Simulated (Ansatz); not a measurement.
# Calculated ¹⁷O NMR of the central transition for CO2

Cell: a computed structure from the Materials Project (it need not be an observed phase), ions relaxed with PBE at fixed cell.

Space group P4_2/mnm (No. 136); a = 4.2272, c = 4.6878 Å.

```
site  Wyckoff  site symmetry       x       y       z
   C       2a           m.mm  0.5000  0.5000  0.5000
   O       4f           m.2m  0.3046  0.6954  0.5000
```

One atom of each set is listed.

Method: Kohn–Sham DFT in Ansatz, r2SCAN, plane waves and PAW, scalar-relativistic, 500 eV cutoff, Γ-centred 8×8×7 k-points, Fermi–Dirac smearing 0.01 eV.

¹⁷O has I = 5/2 and Q = -25.58 mb (Pyykkö 2018); at 14.1 T its Larmor frequency is ν₀ = 81.4 MHz. Only the quadrupole interaction is simulated: positions count from each site's isotropic chemical shift, and J coupling is left out, as are shift anisotropy and dipolar coupling, which fast spinning averages.

Q: Give C_Q, η, the quadrupolar product P_Q = |C_Q|(1 + η²/3)^½, the second-order isotropic shift and the breadth of the pattern (fast magic-angle spinning) for each O site.

A: 

```
site    first shell  C_Q (MHz)     η  P_Q (MHz)  δ_QIS (ppm)  breadth (kHz)
   O  1 C at 1.17 Å      -4.83  0.05       4.83        -21.1           3.74
```

δ_QIS = −(ν_Q²/30ν₀²)[I(I+1) − 3/4](1 + η²/3) × 10⁶ ppm with ν_Q = 3|C_Q|/[2I(2I−1)]; it falls as 1/B₀² in ppm, and the breadth as 1/B₀ in kHz.

At O V_zz points along its bond to C (within 1°).

The largest force is 0.8 eV/Å, so the atoms aren't at the calculated equilibrium and relaxing them would move these values.
